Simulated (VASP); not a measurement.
These are PBEsol GGA, VASP's PBE PAW potentials (set 64) (plane waves; VASP) values and carry that method's errors.

A VASP calculation is set up with these files.

KPOINTS:
```
Automatic mesh
0
G
  8 8 8
```

**POSCAR**
```
ZnTe
1
   -0.0000000000     3.0324034432     3.0324034432
    3.0324034432    -0.0000000000     3.0324034432
    3.0324034432     3.0324034432    -0.0000000000
Zn Te
1 1
Direct
  0.0000000000   0.0000000000   0.0000000000
  0.2500000000   0.2500000000   0.2500000000
```

**INCAR**
```
ISMEAR = 0
NELM = 100
LASPH = .True.   # aspherical one-centre terms
PREC = Accurate
LMAXMIX = 4
EDIFF = 1E-7
LREAL = .False.   # projection in real space or not
LWAVE = .False.
ALGO = Normal   # blocked Davidson
SIGMA = 0.05
SYSTEM = ZnTe
ISIF = 2   # forces and stress, cell fixed
ENCUT = 480   # plane-wave cut-off (eV)
LCHARG = .False.
GGA = PS
```

POTCAR, in this order: Zn Te (PBE.64 set). Program: vasp_std.

Output

**OSZICAR**
```
       N       E                     dE             d eps       ncg     rms          rms(c)
DAV:   1     0.752882433250E+02    0.75288E+02   -0.81038E+03   754   0.136E+03
DAV:   2    -0.198902107355E+01   -0.77277E+02   -0.74675E+02   799   0.253E+02
DAV:   3    -0.606805878723E+01   -0.40790E+01   -0.40636E+01   974   0.589E+01
DAV:   4    -0.612438742506E+01   -0.56329E-01   -0.56319E-01   924   0.697E+00
DAV:   5    -0.612497406731E+01   -0.58664E-03   -0.58663E-03   934   0.572E-01    0.497E+00
DAV:   6    -0.593060191801E+01    0.19437E+00   -0.77308E-01   914   0.277E+01    0.390E+00
DAV:   7    -0.591814722330E+01    0.12455E-01   -0.13260E-01   839   0.451E+00    0.164E+00
DAV:   8    -0.591569361455E+01    0.24536E-02   -0.48745E-03   962   0.735E-01    0.380E-01
DAV:   9    -0.591557498507E+01    0.11863E-03   -0.81506E-04   888   0.460E-01    0.127E-01
DAV:  10    -0.591558019720E+01   -0.52121E-05   -0.12114E-04   882   0.120E-01    0.899E-02
DAV:  11    -0.591560149137E+01   -0.21294E-04   -0.37685E-05   802   0.392E-02    0.171E-02
DAV:  12    -0.591560335036E+01   -0.18590E-05   -0.57383E-06   951   0.357E-02    0.182E-02
DAV:  13    -0.591560325142E+01    0.98939E-07   -0.10025E-06   874   0.118E-02    0.816E-03
DAV:  14    -0.591560329516E+01   -0.43739E-07   -0.34261E-07   899   0.407E-03
   1 F= -.59156033E+01 E0= -.59156033E+01  d E =-.146234E-12
```

File OUTCAR:
```
------------------------ aborting loop because EDIFF is reached ----------------------------------------
  FORCE on cell =-STRESS in cart. coord.  units (eV):
  Direction    XX          YY          ZZ          XY          YZ          ZX
  --------------------------------------------------------------------------------------
  Total        0.0527239      0.0527239      0.0527239      0.0000000     -0.0000000      0.0000000
  in kB        1.5147016      1.5147016      1.5147016      0.0000000     -0.0000000      0.0000000
  external PRESSURE =       1.5147016 kB  Pullay stress =       0.0000000 kB
  volume of cell :       55.77
      direct lattice vectors                 reciprocal lattice vectors
     0.000000000  3.032403443  3.032403443    -0.164885712  0.164885712  0.164885712
     3.032403443  0.000000000  3.032403443     0.164885712 -0.164885712  0.164885712
     3.032403443  3.032403443  0.000000000     0.164885712  0.164885712 -0.164885712
 POSITION                                       TOTAL-FORCE (eV/Angst)
 -----------------------------------------------------------------------------------
      0.00000      0.00000      0.00000        -0.000000     -0.000000     -0.000000
      1.51620      1.51620      1.51620         0.000000      0.000000      0.000000
 -----------------------------------------------------------------------------------
    total drift:                                0.000001      0.000001      0.000001
  FREE ENERGIE OF THE ION-ELECTRON SYSTEM (eV)
  ---------------------------------------------------
  free  energy   TOTEN  =        -5.9156032952 eV

  energy  without entropy=       -5.9156032952  energy(sigma->0) =       -5.91560330
```
(Selected blocks of OUTCAR.)

File OUTCAR:
```
 val. band max:        3.2513533581   @ k =   0.0000   0.0000   0.0000

 cond. band min:       4.4958640425   @ k =   0.0000   0.0000   0.0000


 Fermi energy:         3.4796389366

 k-point     1 :       0.0000    0.0000    0.0000
  band No.  band energies     occupation
      1      -8.6862      2.00000
      2      -3.7291      2.00000
      3      -3.7291      2.00000
      4      -3.7291      2.00000
      5      -3.4853      2.00000
      6      -3.4853      2.00000
      7       3.2514      2.00000
      8       3.2514      2.00000
      9       3.2514      2.00000
     10       4.4959      0.00000
     11       7.5844      0.00000
     12       7.5844      0.00000
     13       7.5844      0.00000

 k-point     2 :       0.1250    0.0000    0.0000
  band No.  band energies     occupation
      1      -8.5759      2.00000
      2      -3.7198      2.00000
      3      -3.7188      2.00000
      4      -3.7188      2.00000
      5      -3.4866      2.00000
      6      -3.4866      2.00000
      7       1.8575      2.00000
      8       3.0767      2.00000
      9       3.0767      2.00000
     10       5.3153      0.00000
     11       7.7613      0.00000
     12       7.8492      0.00000
     13       7.8492      0.00000

 k-point     3 :       0.2500    0.0000    0.0000
  band No.  band energies     occupation
      1      -8.2834      2.00000
      2      -3.6961      2.00000
      3      -3.6961      2.00000
      4      -3.6677      2.00000
      5      -3.4870      2.00000
      6      -3.4870      2.00000
      7       0.0627      2.00000
      8       2.7225      2.00000
      9       2.7225      2.00000
     10       5.3381      0.00000
     11       8.2458      0.00000
     12       8.2458      0.00000
     13       9.1191      0.00000

 k-point     4 :       0.3750    0.0000    0.0000
  band No.  band energies     occupation
      1      -7.9417      2.00000
      2      -3.6775      2.00000
      3      -3.6775      2.00000
...
```

Unless said otherwise, spin-orbit coupling is left out, though it shifts the bands of the heavy elements here.

The compound is ZnTe in the zinc blende structure. It was relaxed first.
